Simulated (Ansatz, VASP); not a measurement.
GaN in VASP and in Ansatz

Contents of INCAR:

```
SYSTEM = GaN
  PREC = Accurate
  ENCUT = 520
  EDIFF = 1E-7
  ISMEAR = 0
  SIGMA = 0.05
  LREAL = .False.
  LASPH = .True.
  NELM = 60
  ALGO = Normal
  ISIF = 2
  LWAVE = .False.
  LCHARG = .True.
  GGA = PE
  LELF = .True.
  LVHAR = .True.
  NBANDS = 26
```

Contents of KPOINTS:

```
regular mesh
0
Gamma
  12 12 6
  0 0 0
```

The input POSCAR:

```
GaN
1.0
    3.1004996690      0.0000000000      0.0000000000
   -1.5502498345      2.6851114777      0.0000000000
    0.0000000000      0.0000000000      5.4243000000
Ga N
2 2
Direct
    0.3333333333      0.6666666667      0.0000000000
    0.6666666667      0.3333333333      0.5000000000
    0.3333333333      0.6666666667      0.3750000000
    0.6666666667      0.3333333333      0.8750000000
```

Input for Ansatz:

```yaml
crystal:
  lattice:
    - [3.100499669, 0.0, 0.0]
    - [-1.5502498345, 2.6851114777, 0.0]
    - [0.0, 0.0, 5.4243]
  atoms:
    - { symbol: Ga, position: [0.3333333333, 0.6666666667, 0.0] }
    - { symbol: Ga, position: [0.6666666667, 0.3333333333, 0.5] }
    - { symbol: "N", position: [0.3333333333, 0.6666666667, 0.375] }
    - { symbol: "N", position: [0.6666666667, 0.3333333333, 0.875] }
basis:
  ecutwfc: 420
kpoints:
  mp_grid: { grid: [12, 12, 6] }
hamiltonian:
  xc: pbe
scf:
  occupations: { method: gaussian, width: 0.05 }
output:
  forces: true
  stress: true
  eigenvalues: true
```

Change from the starting cell: strain -0.025 along x and y, +0.050 along z, atoms carried along.

Alike in both runs: task single point; functional PBE; k mesh 12 × 12 × 6; occupations gaussian, width 0.05 eV; no spin polarisation.

```csv
,VASP,Ansatz
version,VASP 6.6.1,Ansatz 0.2.0
potentials or method,"VASP PAW PBE potentials, release 64 (Ga_d, N)","scalar-relativistic, plane waves, PAW"
plane-wave cutoff (eV),520,420
valence electrons in the cell,36,36
```

|  | VASP | Ansatz | Ansatz less VASP |
| --- | --- | --- | --- |
| gap on the k mesh at the Fermi level (eV) | 1.66 | 1.65 | -0.004 |
| least direct gap on the mesh (eV) | 1.66 | 1.65 | -0.004 |
| pressure (GPa) | 8.9 | 8.9 | -0.01 |
| largest component of the traceless stress (GPa) | 17.32 | 17.35 | +0.026 |
| rms of the force components (eV/Å) | 0.289 | 0.296 | +0.0069 |

Atom by atom the forces differ by 0.007 eV/Å (rms over components). With one functional, cell and mesh, what is left measures potentials, basis and numerics.
